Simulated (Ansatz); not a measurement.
# Germanium, A15 under BLYP: relaxation and energy

What does BLYP give for germanium in the A15 structure? We relax it, then solve it on a dense k-mesh. Spin polarisation is left out. The k-meshes are 5×5×5 for the relaxation; 6×6×6 for the dense run.

Method: DFT BLYP, plane waves (420 eV) with PAW, scalar-relativistic; PAW files made under PBE, frozen cores solved again for the functional, in Ansatz 0.2.0.

## Step 1: Starting point

It takes space group Pm-3n (No. 223, cubic). The conventional cell has a = 5.359 Å, b = 5.359 Å, c = 5.359 Å, α = 90.00°, β = 90.00°, γ = 90.00°. Ge (site symmetry m-3) has 12 Ge at 3.00 Å as nearest neighbours. Around Ge (site symmetry -4m2) lie 6 Ge at 2.68 to 3.00 Å.

Coordinates:

```xyz
8
Lattice="5.3590 0.0000 0.0000 0.0000 5.3590 0.0000 0.0000 0.0000 5.3590" Properties=species:S:1:pos:R:3 pbc="T T T"
Ge    0.0000    0.0000    0.0000
Ge    2.6795    2.6795    2.6795
Ge    1.3398    0.0000    2.6795
Ge    4.0193    0.0000    2.6795
Ge    2.6795    1.3398    0.0000
Ge    2.6795    4.0193    0.0000
Ge    0.0000    2.6795    1.3398
Ge    0.0000    2.6795    4.0193
```

## Step 2: Geometry optimisation

The input, input.yaml:

```yaml
crystal:
  lattice:
    - [5.3590374343, 0.0, 0.0]
    - [0.0, 5.3590374343, 0.0]
    - [0.0, 0.0, 5.3590374343]
  atoms:
    - { symbol: Ge, position: [0.0, 0.0, 0.0] }
    - { symbol: Ge, position: [0.5, 0.5, 0.5] }
    - { symbol: Ge, position: [0.25, 0.0, 0.5] }
    - { symbol: Ge, position: [0.75, 0.0, 0.5] }
    - { symbol: Ge, position: [0.5, 0.25, 0.0] }
    - { symbol: Ge, position: [0.5, 0.75, 0.0] }
    - { symbol: Ge, position: [0.0, 0.5, 0.25] }
    - { symbol: Ge, position: [0.0, 0.5, 0.75] }
hamiltonian:
  xc: blyp
  pseudopotentials:
    kind: paw
    azcp:
      Ge: "pseudopotentials/Ge.paw.azcp"
basis:
  ecutwfc: 420
  fft_grid_basis: typed
kpoints:
  mp_grid: { grid: [5, 5, 5], shift: [0, 0, 0] }
magnetization:
  spin_polarized: false
scf:
  occupations: { method: fermi_dirac, width: 0.1 }
relax:
  max_steps: 60
  f_tol: 0.01
  cell: {}
```

Launch:

```bash
$ ansatz run input.yaml --threads 4 --pin off --max-ram 8192MiB --backend cpu --events-out ev --progress --plain --runs-dir out
```

Log, cut to the lines that bear on the results:

```text
Warning: RAYON_NUM_THREADS=4 ignored (pool sized by the plan → 4); use --threads N
[...]
Pseudopotentials: kind: paw
Pseudopotential: Ge, paw, valence charge 14, recommended cutoff 420 eV (normal), <dir>
Functional definition: BLYP
[...]
Crystal: 8 atoms, lattice volume = 153.908 Å³
Basis set: ecut = 420 eV, 2969 PW (Γ), exchange–correlation on 72×72×72 points (8 copies of the dense FFT grid, shifted against one another)
Bands: 68, of which v1, the nominal top of the filled ones, is band 56 counted from 1 (55 counted from 0)
Symmetry: 48 space group operations
Space group: Pm-3n (ITA 223), of the structure as read, at distance tolerance 5.4e-5 Å
k-points: 10 of 125
[...]
SCF iter   1: F=—  HF=-34437.071811 eV  |F-HF|=—  |Δ(HF+E_count)|=         —  Δρ=9.10e-3  dr2=1.07e-1  ethr=1.77e-3  ⟨swp⟩=5.8  Hψ=2384  notcnv=0  defer=2
[...]
relax step   1: F+E_penalty+E_count = -34437.03803618 eV  Δ(F+E_penalty+E_count) = +0.000e0 eV  max|allowed force component| = 2.371e-17 eV/Å  Δτ_max = 0.0000 Å  P = +8.860 GPa  Ω = 153.908 Å³  (7 SCF iters, dr2 threshold 1.00e-7 eV, accepted)
[...]
relax step   6: F+E_penalty+E_count = -34437.59736634 eV  Δ(F+E_penalty+E_count) = -1.533e-5 eV  max|allowed force component| = 2.024e-17 eV/Å  Δτ_max = 0.0000 Å  P = +0.003 GPa  Ω = 176.753 Å³  energy of the carried Pulay correction = -4.403e-5 eV  (3 SCF iters, dr2 threshold 1.28e-8 eV, accepted)
[...]
  atom   4  Ge     0.00000000     0.00000000    -0.00000000
  atom   5  Ge    -0.00000000    -0.00000000    -0.00000000
  atom   6  Ge     0.00000000    -0.00000000     0.00000000
  atom   7  Ge     0.00000000     0.00000000    -0.00000000
  atom   8  Ge    -0.00000000    -0.00000000     0.00000000
[...]
--- Stress (GPa, compression-positive) ---
        0.002290      -0.000000       0.000000
       -0.000000       0.002290      -0.000000
        0.000000      -0.000000       0.002290
  P = ⅓ Tr σ = 0.0023 GPa (0.023 kbar)
--- Relaxed structure (5 steps of the walk, 5 accepted, 2 SCFs on fresh bases) ---
  F+E_penalty+E_count = -34437.59742163 eV   max|allowed force component| = 1.829e-17 eV/Å   (the final SCF, on the basis selected at the relaxed cell)
  cell:  # Å, volume = 176.7533 Å³
    - [5.612062913365373, -1.3882745015791326e-33, 1.0351873451081393e-33]
    - [-1.645065160830764e-33, 5.612062913365373, 0.0]
    - [1.163582674733955e-33, 0.0, 5.612062913365373]
  atoms:
    - { symbol: Ge, position: [-6.785399970027777e-34, 4.5536652845303837e-35, 2.4180927792226843e-35] }
    - { symbol: Ge, position: [0.49999999999999994, 0.49999999999999994, 0.49999999999999994] }
    - { symbol: Ge, position: [0.24999999999999997, 1.3088936168521053e-34, 0.49999999999999994] }
    - { symbol: Ge, position: [0.7499999999999999, -1.2666618077906929e-34, 0.49999999999999994] }
    - { symbol: Ge, position: [0.49999999999999994, 0.24999999999999997, -2.2519731978730852e-35] }
    - { symbol: Ge, position: [0.49999999999999994, 0.7499999999999999, 1.032632073642895e-34] }
    - { symbol: Ge, position: [4.138249345535718e-34, 0.49999999999999994, 0.24999999999999997] }
    - { symbol: Ge, position: [5.695561927877874e-34, 0.49999999999999994, 0.7499999999999999] }
```

It took 11 s on 4 threads of Arm Neoverse V2, shared host; peak memory 0.6 GiB.

Relaxation path:

```tsv
step	energy change (meV/atom)	largest force (eV/Å)	pressure (GPa)	volume (Å³/atom)
1	0.00	0.0000	8.86	19.238
2	-68.91	0.0000	-0.29	22.191
3	-69.04	0.0000	-0.05	22.086
4	-69.05	0.0000	0.00	22.062
5	-69.91	0.0000	0.07	22.062
6	-69.92	0.0000	0.00	22.094
7	-69.92	0.0000	0.00	22.094
```

Steps that repeat a cell are solved on a basis chosen anew, so their changes of energy are no gain of the relaxation.

The cell of the run, before and after:

|  | before | after | change |
| --- | --- | --- | --- |
| a (Å) | 5.359 | 5.612 | +4.7 % |
| b (Å) | 5.359 | 5.612 | +4.7 % |
| c (Å) | 5.359 | 5.612 | +4.7 % |
| volume (Å³/atom) | 19.238 | 22.094 | +14.8 % |
| shortest distance (Å) | 2.680 | 2.806 | +4.7 % |
| space group (spins left aside) | Pm-3n | Pm-3n | same |

## Step 3: Single point on a dense mesh

The input, input.yaml:

```yaml
crystal:
  lattice:
    - [5.6120629134, 0.0, 0.0]
    - [0.0, 5.6120629134, 0.0]
    - [0.0, 0.0, 5.6120629134]
  atoms:
    - { symbol: Ge, position: [1.0, 0.0, 0.0] }
    - { symbol: Ge, position: [0.5, 0.5, 0.5] }
    - { symbol: Ge, position: [0.25, 0.0, 0.5] }
    - { symbol: Ge, position: [0.75, 1.0, 0.5] }
    - { symbol: Ge, position: [0.5, 0.25, 1.0] }
    - { symbol: Ge, position: [0.5, 0.75, 0.0] }
    - { symbol: Ge, position: [0.0, 0.5, 0.25] }
    - { symbol: Ge, position: [0.0, 0.5, 0.75] }
hamiltonian:
  xc: blyp
  pseudopotentials:
    kind: paw
    azcp:
      Ge: "pseudopotentials/Ge.paw.azcp"
basis:
  ecutwfc: 420
  fft_grid_basis: typed
kpoints:
  mp_grid: { grid: [6, 6, 6], shift: [0, 0, 0] }
magnetization:
  spin_polarized: false
scf:
  occupations: { method: fermi_dirac, width: 0.1 }
```

Launch:

```bash
$ ansatz run input.yaml --threads 4 --pin off --max-ram 8192MiB --backend cpu --events-out ev --progress --plain --runs-dir out
```

Log, cut to the lines that bear on the results:

```text
Warning: RAYON_NUM_THREADS=4 ignored (pool sized by the plan → 4); use --threads N
[...]
Pseudopotentials: kind: paw
Pseudopotential: Ge, paw, valence charge 14, recommended cutoff 420 eV (normal), <dir>
Functional definition: BLYP
[...]
Crystal: 8 atoms, lattice volume = 176.753 Å³
Basis set: ecut = 420 eV, 3407 PW (Γ), exchange–correlation on 80×80×80 points (8 copies of the dense FFT grid, shifted against one another)
Bands: 64, of which v1, the nominal top of the filled ones, is band 56 counted from 1 (55 counted from 0)
Symmetry: 48 space group operations
Space group: Pm-3n (ITA 223), of the structure as read, at distance tolerance 5.6e-5 Å
k-points: 20 of 216
[...]
SCF iter   1: F=—  HF=-34437.473849 eV  |F-HF|=—  |Δ(HF+E_count)|=         —  Δρ=8.01e-3  dr2=1.07e-1  ethr=1.77e-3  ⟨swp⟩=5.5  Hψ=4183  notcnv=0
[...]
SCF iter   9: F=-34437.439669 eV  HF=-34437.439668 eV  |F-HF|=6.71e-9  |Δ(HF+E_count)|=   4.18e-8  Δρ=2.28e-6  dr2=7.71e-9  ethr=8.93e-11  ⟨swp⟩=2.0  Hψ=2486  notcnv=0
[...]
SCF converged after 9 iterations
Free energy (F): -34437.439669 eV
[...]
E sigma→0 (E₀):  -34437.361631 eV
Entropy (-TS):   -0.156075 eV (-19.509 meV/atom)
Fermi energy:    9.372576 eV
[...]
```

It took 3.6 s on 4 threads of Arm Neoverse V2, shared host; peak memory 0.63 GiB.

## Step 4: Summary of results

| quantity | value |
| --- | --- |
| space group (spins left aside) | Pm-3n (No. 223) |
| conventional cell | a = 5.612 Å |
| volume | 22.094 Å³/atom |
| shortest distance | 2.806 Å |
| gap on the mesh | none (levels filled in part) |
| relative to diamond | +550 meV/atom |

**Reading.** From the guessed start the volume grew by 14.8 % in 7 steps. It lies 550 meV/atom above the element's reference form at the same level (diamond, from a run of its own). No gap shows: it is a metal or semimetal at this level. The symmetry was held, so the structure may be unstable against distortions that break it.
